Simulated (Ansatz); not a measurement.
N2: crystal against free molecules

All numbers below come from DFT PBE+D3(BJ), scalar-relativistic, plane waves, PAW (Ansatz).

Plane waves to 420 eV, a k mesh through Γ of 4×4×4 on the computed 8-atom cell and Gaussian smearing (0.02 eV); no spin polarisation.

The relaxed primitive cell holds 4 N2 (symmetry kept; residual pressure -0.01 GPa). Each molecule is also computed alone in a box with 9 Å or more between images, first as cut from the crystal, then relaxed.

```xyz
8
Lattice="5.6760 0.0000 0.0000 0.0000 5.6760 0.0000 0.0000 0.0000 5.6760" Properties=species:S:1:pos:R:3 pbc="T T T"
N     0.3183    0.3183    0.3183
N     2.5197    5.3578    3.1563
N     3.1563    2.5197    5.3578
N     5.3578    3.1563    2.5197
N     5.3584    5.3584    5.3584
N     3.1557    0.3177    2.5203
N     2.5203    3.1557    0.3177
N     0.3177    2.5203    3.1557
```

The lattice energy is -0.106 eV (-10.2 kJ/mol) a molecule against the relaxed free molecules, without zero-point or thermal terms. Free molecules keep the site symmetry that they have in the crystal, and one conformer stands for all of a formula. The molecules are strained by 0.000 eV each in the crystal, which takes 45.7 Å³ a molecule. The gap on the mesh is 7.42 eV in the crystal and 8.24 eV between the free molecule's highest filled and lowest empty level.

Cost: 3 runs of about 0.5 core-minutes in all, on Intel Xeon 6975P-C (Granite Rapids) (shared hosts).